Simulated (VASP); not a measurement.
Crystal: Ca.

```
Ca
1.0
    -2.24000    2.24000    2.24000
     2.24000   -2.24000    2.24000
     2.24000    2.24000   -2.24000
Ca
1
Direct
  0.00000 0.00000 0.00000
```

This isn't the form of Ca at room conditions, which is fcc.

Base run:

```yaml
Program: VASP 6.6.1
Functional: PBE
Potentials_or_basis: VASP PAW PBE potentials, release 64 (Ca_pv)
Cutoff: 500 eV
k_mesh: 8 × 8 × 8
Occupations: gaussian, width 0.05 eV
Spin: no spin polarisation
```

Its results: band gap on the k mesh none (metal or under the smearing width); pressure -1.0 GPa.

Problem. The run is repeated on the same cell with these changes: functional from PBE to PBEsol; occupations from gaussian, width 0.05 eV to gaussian, width 0.02 eV. What comes out?

Solution. Band gap on the k mesh none (metal or under the smearing width); pressure -1.6 GPa.

Caveats: the PAW data sets were made with another functional, which shifts forces and pressure a little (some runs).
